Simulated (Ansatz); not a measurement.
**W in Ansatz: convergence with xc grid**

Input of the first run (xc grid 1); the others differ in this setting and in those tied to it:

File input.yaml:

```yaml
crystal:
  lattice:
    - [-1.582345, 1.582345, 1.582345]
    - [1.582345, -1.582345, 1.582345]
    - [1.582345, 1.582345, -1.582345]
  atoms:
    - { symbol: W, position: [0.0, 0.0, 0.0] }
hamiltonian:
  xc: pbe
  pseudopotentials: { kind: nc }
kpoints:
  mp_grid: { grid: [10, 10, 10] }
scf:
  occupations: { method: gaussian, width: 0.1 }
output:
  forces: true
  stress: true
  eigenvalues: true
basis:
  xc_grid: 1
```

Potentials or basis: PseudoDojo standard (PBE files).

Run with:

```bash
$ ansatz run input.yaml --threads 2 --pin off --max-ram 5632MiB --backend cpu --events-out ev --progress --plain --runs-dir out
```

Hardware: 2 threads of Intel(R) Xeon(R) Processor @ 2.50GHz (Skylake/Cascade Lake) (shared host).

| xc grid | energy less the tightest run, at zero smearing (meV/atom) | SCF cycles | CPU time (s) | peak memory (GiB) |
| --- | --- | --- | --- | --- |
| 1 | 0.00 | 6 | 3.1 | 0.29 |
| 2 | 0.00 | 6 | 3 | 0.3 |
| 3 | 0.00 | 6 | 3.3 | 0.32 |
| 4 | 0.00 | 6 | 3.5 | 0.36 |
| 5 | 0.00 | 6 | 4.3 | 0.43 |

Against the tightest run, the energy stays within 1 meV/atom from 1 on. The tightest run that finished is the yardstick and may itself not be fully converged.

The run has no spin-orbit coupling, so splittings on W are missing.
